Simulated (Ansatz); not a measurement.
# Bi (R-3m) in Ansatz: a series of runs

The runs below take Bi through single point, with PBEsol.

Program: Ansatz 0.2.0. These are calculated values, not measurements. Logs are shortened: lines on timing, memory, paths and dates and some standing lists are left out, and cuts for length are marked.

### Step 1. Starting point

The structure is trigonal, space group R-3m (No. 166). Conventional cell: a = 4.535 Å, b = 4.535 Å, c = 11.814 Å, α = 90.00°, β = 90.00°, γ = 120.00°. Around Bi (site symmetry 3m) lie 6 Bi at 3.06 to 3.52 Å.

### Step 2. Single point, PBEsol, 32.97 Å³/atom (volume scaled by 0.94)

Input file input.yaml:

```yaml
crystal:
  lattice:
    - [2.2212115015, 1.2824170583, 3.8576100961]
    - [-2.2212115015, 1.2824170583, 3.8576100961]
    - [0.0, -2.5648341167, 3.8576100961]
  atoms:
    - { symbol: Bi, position: [0.766, 0.766, 0.766] }
    - { symbol: Bi, position: [0.234, 0.234, 0.234] }
kpoints:
  mp_grid: { grid: [7, 7, 7] }
scf:
  occupations: { method: fermi_dirac, width: 0.05 }
hamiltonian:
  xc: pbesol
  pseudopotentials: { kind: all_electron, lapw: { basis_error: 0.0005 } }
output:
  forces: true
  stress: true
  eigenvalues: true
```

Potentials or basis: all-electron LAPW, scalar-relativistic.

Command:

```bash
$ ansatz run input.yaml --threads 1 --pin off --max-ram 3072MiB --backend cpu --events-out ev --progress --plain --runs-dir out
```

Standard output:

```text
Warning: RAYON_NUM_THREADS=1 ignored (pool sized by the plan → 1); use --threads N
LAPW: plane waves up to 7.987 Å⁻¹, error target 5.0e-4 eV per atom; small_component_spin mean_spin; Bi in spheres of 1.501 Å, 37 of its electrons in bands, Dirac shells [] (how accurate: hamiltonian.pseudopotentials.lapw.basis_error, Limitations)
Engine: ansatz 0.2.0, aarch64-unknown-linux-gnu
Pseudopotentials: kind: all_electron
Pseudopotential: Bi, LAPW, valence charge 37, lapw/all_electron/scalar/gaussian/Bi, Koelling and Harmon's equation, gaussian nucleus
Functional definition: PBEsol
  exchange = pbesol_x
  correlation = pbesol_c
Crystal: 2 atoms, lattice volume = 65.931 Å³
Basis set: ecut = 243.0731639682921 eV, 549 PW (Γ), exchange–correlation at level 2
Bands: 45, of which v1, the nominal top of the filled ones, is band 37 counted from 1 (36 counted from 0)
Symmetry: 12 space group operations
Space group: R-3m (ITA 166), of the structure as read, at distance tolerance 4.0e-5 Å
k-points: 44 of 343
Non-local potential: Bi, projectors of the file, none
Initial density: superposition of atomic densities (chi_scale 0.1, normalization cell)
Initial wavefunctions: plane waves of lowest kinetic energy (no species holds an atomic orbital)
Functional: x = pbesol(κ = 0.804, μ = 0.12345679012345678), c = pbesol(β = 0.046)
iter 1 solved again at ethr=6.63e-5 eV; its pass at ethr=1.00e-1 eV (dr2=4.90e-2 eV) is discarded
SCF iter   1: F=—  HF=-1171102.922274 eV  |F-HF|=—  |Δ(HF+E_count)|=         —  Δρ=9.29e-3  dr2=4.92e-2  ethr=6.63e-5  ⟨swp⟩=3.0  Hψ=12387  notcnv=0
preconditioner: auto → Resta (q_TF=auto, 2.781 Å⁻¹)  ε∞=2.2  [insulator: Δε(μ)=0.295 eV  Ē_g=23.250 eV  σ=0.050 eV  W_gap=0.89  n_scr=20 (ndim 8)  ℏωp=25.0 eV  f_vac=0.131  D(μ)=0.11/eV (n_scr^D=0)  ε∞_Penn≈2.2]
SCF iter   2: F=—  HF=-1171102.912283 eV  |F-HF|=—  |Δ(HF+E_count)|=   9.99e-3  Δρ=5.48e-3  dr2=1.95e-2  ethr=6.63e-5  ⟨swp⟩=2.0  Hψ=5759  notcnv=0
iter 3 solved again at ethr=1.09e-6 eV; its pass at ethr=2.63e-5 eV (dr2=8.09e-4 eV) is discarded
SCF iter   3: F=—  HF=-1171102.911190 eV  |F-HF|=—  |Δ(HF+E_count)|=   1.09e-3  Δρ=1.13e-3  dr2=8.08e-4  ethr=1.09e-6  ⟨swp⟩=2.0  Hψ=9767  notcnv=0
SCF iter   4: F=—  HF=-1171102.910268 eV  |F-HF|=—  |Δ(HF+E_count)|=         —  Δρ=2.72e-4  dr2=7.76e-5  ethr=1.09e-6  ⟨swp⟩=2.0  Hψ=5759  notcnv=0
the basis was enlarged: its passes take 94.9 KiB over the memory plan, 1 of 1 planned eigensolver slots
SCF iter   5: F=—  HF=-1171102.910276 eV  |F-HF|=—  |Δ(HF+E_count)|=   7.89e-6  Δρ=9.14e-5  dr2=9.26e-6  ethr=1.05e-7  ⟨swp⟩=2.0  Hψ=5759  notcnv=0
SCF iter   6: F=—  HF=-1171102.910277 eV  |F-HF|=—  |Δ(HF+E_count)|=   1.84e-6  Δρ=2.10e-5  dr2=3.95e-7  ethr=1.25e-8  ⟨swp⟩=2.8  Hψ=5829  notcnv=0
SCF iter   7: F=-1171102.910278 eV  HF=-1171102.910278 eV  |F-HF|=4.28e-8  |Δ(HF+E_count)|=   3.67e-7  Δρ=4.63e-6  dr2=2.61e-8  ethr=5.34e-10  ⟨swp⟩=3.0  Hψ=5918  notcnv=0
SCF 1 converged in 7 iterations: F = -1171102.910278 eV  dr2 = 2.61e-8
SCF converged after 7 iterations
Free energy (F): -1171102.910278 eV
Harris-Foulkes:  -1171102.910278 eV  (|F-HF|=4.28e-8)
Internal energy: -1171102.909044 eV  (E = F + TS)
E sigma→0 (E₀):  -1171102.909661 eV
Entropy (-TS):   -0.001234 eV (-0.617 meV/atom)
Fermi energy:    14.349262 eV
--- Per-component energies (eV) ---
  E_band       = -5301.798132
  E_kinetic    = 1355580.389332
  E_xc         = -21300.374166
  E_electrostatic = -2505382.924209  (all electrons and nuclei)
  E_smearing   = -0.001234  (= −TS)
  E_closure    = 0.000000  (closes the sum)
  E_atoms      = -1171094.363200  (free atoms, spherical and without spin; not in F)
  Σ components = -1171102.910278   (vs F -1171102.910278, Δ=0.00e0)
  Basis errors (estimates in eV, not in F): energy 2.0e-4 per atom: plane waves 1.8e-4 (1.0e-4 summed), levels above the bands 1.4e-72, relativity 6.7e-9, radial functions 2.3e-5, core shells 7.3e-8; eigenvalues (radial functions only) 6.1e-7; not estimated: angular momenta, meshes, grids; target (lapw.basis_error) 5.0e-4; muffin-tin radii Bi 1.501 Å
--- Forces (eV/Å), atoms counted from 1 ---
  atom   1  Bi    -0.00000000     0.00000000    -0.43400646
  atom   2  Bi     0.00000000    -0.00000000     0.43400646
  max |Σ_I F_I| component: 5.55e-17 eV/Å
--- Stress (GPa, compression-positive) ---
        3.377947       0.000000      -0.000000
        0.000000       3.377947       0.000000
       -0.000000       0.000000       2.596523
  P = ⅓ Tr σ = 3.1175 GPa (31.175 kbar)
--- Band table (eV; the first three rows and the last of 44) ---
  k-point 0: bands = ["-138.6584", "-138.6581", "-133.8033", "-133.8033", "-133.8032", "-133.8031", "-133.8017", "-133.8017", "-133.8017", "-133.8017", "-133.8011", "-133.8011", "-133.8011", "-133.8011", "-133.8011", "-133.8010", "-76.8668", "-76.8668", "-76.8618", "-76.8610", "-76.8610", "-76.8574", "-8.5676", "-8.5676", "-8.3812", "-8.3812", "-8.3610", "-8.1499", "-8.1348", "-8.1348", "-7.9891", "-7.9891", "0.8911", "7.2659", "12.8311", "13.1299", "13.1299", "17.0302", "17.5460", "17.5460", "20.0783", "20.2125", "20.2125", "20.6125", "20.8029"]
  k-point 1: bands = ["-138.6584", "-138.6581", "-133.8033", "-133.8033", "-133.8032", "-133.8031", "-133.8017", "-133.8017", "-133.8017", "-133.8017", "-133.8011", "-133.8011", "-133.8011", "-133.8011", "-133.8011", "-133.8010", "-76.8667", "-76.8666", "-76.8624", "-76.8610", "-76.8604", "-76.8575", "-8.5497", "-8.5448", "-8.3732", "-8.3670", "-8.3485", "-8.1621", "-8.1468", "-8.1424", "-8.0144", "-8.0083", "1.0999", "6.7382", "12.9078", "13.1135", "13.1849", "16.5775", "16.8509", "17.0712", "19.3717", "20.0038", "20.4547", "22.2111", "22.5896"]
  k-point 2: bands = ["-138.6584", "-138.6581", "-133.8033", "-133.8033", "-133.8032", "-133.8031", "-133.8017", "-133.8017", "-133.8017", "-133.8017", "-133.8011", "-133.8011", "-133.8011", "-133.8011", "-133.8011", "-133.8011", "-76.8667", "-76.8663", "-76.8633", "-76.8610", "-76.8596", "-76.8578", "-8.5032", "-8.4810", "-8.3551", "-8.3286", "-8.3115", "-8.2031", "-8.1807", "-8.1588", "-8.0799", "-8.0570", "1.7130", "5.5050", "12.9423", "13.1105", "13.4715", "15.3420", "15.9485", "16.1696", "19.8467", "20.8616", "21.5064", "24.7927", "25.2597"]
  k-point 43: bands = ["-138.6584", "-138.6581", "-133.8033", "-133.8033", "-133.8032", "-133.8031", "-133.8017", "-133.8017", "-133.8017", "-133.8017", "-133.8011", "-133.8011", "-133.8011", "-133.8011", "-133.8011", "-133.8010", "-76.8665", "-76.8664", "-76.8625", "-76.8613", "-76.8600", "-76.8581", "-8.4595", "-8.4595", "-8.3384", "-8.3296", "-8.3087", "-8.1967", "-8.1742", "-8.1697", "-8.1148", "-8.1093", "2.4076", "4.4199", "11.5241", "13.1131", "13.5158", "15.6077", "15.9549", "17.6923", "20.9121", "21.9820", "22.5812", "24.7026", "25.4802"]
```

Wall time 37 s (1 thread of Arm Neoverse N1, shared host); peak memory 0.38 GiB.

What came out:

```
Free energy            : -1171102.9103 eV
Pressure               : 3.1 GPa
Largest force          : 0.434 eV/Å
Band gap on the k mesh : 0.29 eV, indirect (least direct gap 0.56 eV)
```

Caveat: spin-orbit coupling is left out, which as a rule narrows the gap of such compounds by several tenths of an eV; an odd mesh through Γ misses points on the zone boundary, where band edges often lie.

### Step 3. Single point, PBEsol, 33.67 Å³/atom (volume scaled by 0.96)

Changes to input.yaml since step 2:

```diff
@@ -2,5 +2,5 @@
   lattice:
-    - [2.2212115015, 1.2824170583, 3.8576100961]
-    - [-2.2212115015, 1.2824170583, 3.8576100961]
-    - [0.0, -2.5648341167, 3.8576100961]
+    - [2.2368543514, 1.2914484619, 3.8847772595]
+    - [-2.2368543514, 1.2914484619, 3.8847772595]
+    - [0.0, -2.5828969239, 3.8847772595]
   atoms:
```

Potentials or basis: all-electron LAPW, scalar-relativistic.

Command:

```bash
$ ansatz run input.yaml --threads 1 --pin off --max-ram 3072MiB --backend cpu --events-out ev --progress --plain --runs-dir out
```

Run time: 36 s. Hardware: 1 thread of Arm Neoverse N1, shared host; peak memory 0.38 GiB.

It converged, with:

| Quantity | Value |
| --- | --- |
| Free energy | -1171102.9318 eV |
| Pressure | 1.8 GPa |
| Largest force | 0.326 eV/Å |
| Band gap on the k mesh | 0.28 eV, indirect (least direct gap 0.54 eV) |

Caveat: spin-orbit coupling is left out, which as a rule narrows the gap of such compounds by several tenths of an eV; an odd mesh through Γ misses points on the zone boundary, where band edges often lie.

### Step 4. Single point, PBEsol, 34.37 Å³/atom (volume scaled by 0.98)

Changes to input.yaml since step 3:

```diff
@@ -2,5 +2,5 @@
   lattice:
-    - [2.2368543514, 1.2914484619, 3.8847772595]
-    - [-2.2368543514, 1.2914484619, 3.8847772595]
-    - [0.0, -2.5828969239, 3.8847772595]
+    - [2.2522814206, 1.3003552845, 3.9115696734]
+    - [-2.2522814206, 1.3003552845, 3.9115696734]
+    - [0.0, -2.600710569, 3.9115696734]
   atoms:
```

Command:

```bash
$ ansatz run input.yaml --threads 1 --pin off --max-ram 3072MiB --backend cpu --events-out ev --progress --plain --runs-dir out
```

Wall time 36 s (1 thread of Arm Neoverse N1, shared host); peak memory 0.38 GiB.

It converged, with:

```yaml
Free_energy: -1171102.9428 eV
Pressure: 0.7 GPa
Largest_force: 0.225 eV/Å
Band_gap_on_the_k_mesh: 0.27 eV, indirect (least direct gap 0.53 eV)
```

Caveat: spin-orbit coupling is left out, which as a rule narrows the gap of such compounds by several tenths of an eV; an odd mesh through Γ misses points on the zone boundary, where band edges often lie.

### Step 5. Single point, PBEsol, 35.07 Å³/atom

Changes to input.yaml since step 4:

```diff
@@ -2,5 +2,5 @@
   lattice:
-    - [2.2522814206, 1.3003552845, 3.9115696734]
-    - [-2.2522814206, 1.3003552845, 3.9115696734]
-    - [0.0, -2.600710569, 3.9115696734]
+    - [2.2675, 1.3091417354, 3.938]
+    - [-2.2675, 1.3091417354, 3.938]
+    - [0.0, -2.6182834708, 3.938]
   atoms:
```

Command:

```bash
$ ansatz run input.yaml --threads 1 --pin off --max-ram 3072MiB --backend cpu --events-out ev --progress --plain --runs-dir out
```

It took 36 s on 1 thread of Arm Neoverse N1, shared host; peak memory 0.38 GiB.

The run converged. Its results:

| Item | Value |
| --- | --- |
| Free energy | -1171102.9442 eV |
| Pressure | -0.3 GPa |
| Largest force | 0.131 eV/Å |
| Band gap on the k mesh | 0.26 eV, indirect (least direct gap 0.52 eV) |

Caveat: spin-orbit coupling is left out, which as a rule narrows the gap of such compounds by several tenths of an eV; an odd mesh through Γ misses points on the zone boundary, where band edges often lie.

### Step 6. Single point, PBEsol, 35.77 Å³/atom (volume scaled by 1.02)

Changes to input.yaml since step 5:

```diff
@@ -2,5 +2,5 @@
   lattice:
-    - [2.2675, 1.3091417354, 3.938]
-    - [-2.2675, 1.3091417354, 3.938]
-    - [0.0, -2.6182834708, 3.938]
+    - [2.2825169939, 1.3178118009, 3.9640802302]
+    - [-2.2825169939, 1.3178118009, 3.9640802302]
+    - [0.0, -2.6356236018, 3.9640802302]
   atoms:
```

Potentials or basis: all-electron LAPW, scalar-relativistic.

Command:

```bash
$ ansatz run input.yaml --threads 1 --pin off --max-ram 3072MiB --backend cpu --events-out ev --progress --plain --runs-dir out
```

Wall time 36 s (1 thread of Arm Neoverse N1, shared host); peak memory 0.37 GiB.

It converged, with:

```yaml
Free_energy: -1171102.9372 eV
Pressure: -1.2 GPa
Largest_force: 0.043 eV/Å
Band_gap_on_the_k_mesh: 0.25 eV, indirect (least direct gap 0.51 eV)
```

Caveat: spin-orbit coupling is left out, which as a rule narrows the gap of such compounds by several tenths of an eV; an odd mesh through Γ misses points on the zone boundary, where band edges often lie.

### Step 7. Single point, PBEsol, 36.47 Å³/atom (volume scaled by 1.04)

Changes to input.yaml since step 6:

```diff
@@ -2,5 +2,5 @@
   lattice:
-    - [2.2825169939, 1.3178118009, 3.9640802302]
-    - [-2.2825169939, 1.3178118009, 3.9640802302]
-    - [0.0, -2.6356236018, 3.9640802302]
+    - [2.2973389482, 1.3263692602, 3.9898217322]
+    - [-2.2973389482, 1.3263692602, 3.9898217322]
+    - [0.0, -2.6527385203, 3.9898217322]
   atoms:
```

Command:

```bash
$ ansatz run input.yaml --threads 1 --pin off --max-ram 3072MiB --backend cpu --events-out ev --progress --plain --runs-dir out
```

Wall time 36 s (1 thread of Arm Neoverse N1, shared host); peak memory 0.37 GiB.

Results (log left out):

* Free energy: -1171102.9227 eV
* Pressure: -2.1 GPa
* Largest force: 0.040 eV/Å
* Band gap on the k mesh: 0.24 eV, indirect (least direct gap 0.49 eV)

Caveat: spin-orbit coupling is left out, which as a rule narrows the gap of such compounds by several tenths of an eV; an odd mesh through Γ misses points on the zone boundary, where band edges often lie.

### Step 8. Single point, PBEsol, 37.17 Å³/atom (volume scaled by 1.06)

Changes to input.yaml since step 7:

```diff
@@ -2,5 +2,5 @@
   lattice:
-    - [2.2973389482, 1.3263692602, 3.9898217322]
-    - [-2.2973389482, 1.3263692602, 3.9898217322]
-    - [0.0, -2.6527385203, 3.9898217322]
+    - [2.3119720748, 1.3348176998, 4.0152352947]
+    - [-2.3119720748, 1.3348176998, 4.0152352947]
+    - [0.0, -2.6696353996, 4.0152352947]
   atoms:
```

Command:

```bash
$ ansatz run input.yaml --threads 1 --pin off --max-ram 3072MiB --backend cpu --events-out ev --progress --plain --runs-dir out
```

Wall time 36 s (1 thread of Arm Neoverse N1, shared host); peak memory 0.37 GiB.

Results (log left out):

* Free energy: -1171102.9014 eV
* Pressure: -2.8 GPa
* Largest force: 0.117 eV/Å
* Band gap on the k mesh: 0.24 eV, indirect (least direct gap 0.48 eV)

Caveat: spin-orbit coupling is left out, which as a rule narrows the gap of such compounds by several tenths of an eV; an odd mesh through Γ misses points on the zone boundary, where band edges often lie.
